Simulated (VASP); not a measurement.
Runs of VASP 6.6.1 on BN. It takes space group P6_3/mmc (No. 194, hexagonal). Conventional cell: a = 2.498 Å, b = 2.498 Å, c = 6.636 Å, α = 90.00°, β = 90.00°, γ = 120.00°. Around N (site symmetry -6m2) lie 3 B at 1.44 Å. B (site symmetry -6m2) is surrounded by 3 N at 1.44 Å. 

```csv
task,level,k mesh,cutoff (eV),smearing,k mesh for the DOS,occupations for the DOS,mesh quality,gap on the mesh (eV),pressure (GPa)
electron localisation function,PBE,12 × 12 × 4,520,gaussian 0.02 eV,-,-,not flagged,4.29,5.2
Wannier functions by SCDM,PBE,6 × 6 × 2,520,gaussian 0.02 eV,-,-,coarse,4.29,-
electron localisation function,PBEsol,12 × 12 × 4,520,gaussian 0.02 eV,-,-,not flagged,4.18,(b)
electron localisation function,optB88-vdW,12 × 12 × 4,520,fermi-dirac 0.05 eV,-,-,not flagged,4.31,3.5
single point,PBE,12 × 12 × 4,500,gaussian 0.02 eV,-,-,not flagged,4.29,(a)
Born charges and dielectric tensor,PBE,12 × 12 × 4,520,gaussian 0.02 eV,-,-,not flagged,4.29,-
```

Alike in all rows: potentials or basis VASP PAW PBE potentials, release 64 (N, B); no spin polarisation; cell as given.

Question: Estimate the missing entries.

Answer: (a) 5.1; (b) 2.5.

Caveats: some runs use coarse meshes; this functional lacks dispersion, which binds the layers, so the pressure and a relaxed spacing across them are unreliable (some runs); the PAW data sets were made with another functional, which shifts forces and pressure a little (some runs).

A k mesh can miss the band edges.

Not every run made on this cell is shown here.
